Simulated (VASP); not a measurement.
Here is a VASP 6.6.1 calculation.

File INCAR:

```
PREC = Accurate
ENCUT = 520
EDIFF = 1E-6
ISMEAR = 0
SIGMA = 0.019000000000000003
LREAL = F
LASPH = T
NELM = 60
ALGO = Normal
ISIF = 2
LWAVE = F
LCHARG = F
GGA = PE
NBANDS = 16
```

Contents of KPOINTS:

```
Automatic mesh
0
Gamma
  8 8 8
```

Contents of POSCAR:

```
GaSb
1.0
    0.0000000000      3.0590000000      3.0590000000
    3.0590000000      0.0000000000      3.0590000000
    3.0590000000      3.0590000000      0.0000000000
Sb Ga
1 1
Direct
    0.7500000000      0.7500000000      0.7500000000
    0.0000000000      0.0000000000      0.0000000000
```

Potentials or basis: VASP PAW PBE potentials, release 64 (Sb, Ga_d).

The run is started by

```sh
$ cat potpaw_PBE.64/Sb/POTCAR potpaw_PBE.64/Ga_d/POTCAR > POTCAR
$ mpirun -np 1 vasp_std > vasp.out
```

Problem. Estimate the band gap on the k mesh.

Solution. 0.04 eV, direct.

Problem. Predict the pressure.

Solution. 2.4 GPa.

Caveat: spin-orbit coupling is left out, which moves the levels of the heavy elements.

**Experimental background.**

A printed reference work, data compilation reports, for a bulk crystal of GaSb at 4.2 K: band gap 0.811 eV (direct).

A measured gap of GaSb is 0.811 eV (direct; 4.2 K; a printed reference work, data compilation); the calculated 0.04 eV misses it by -0.78 eV. Spin-orbit coupling on Ga, Sb is left out. The value is that of PBE on a finite k mesh, which can miss the band edges, without temperature or zero-point motion. Semilocal functionals fall short of measured gaps as a rule.
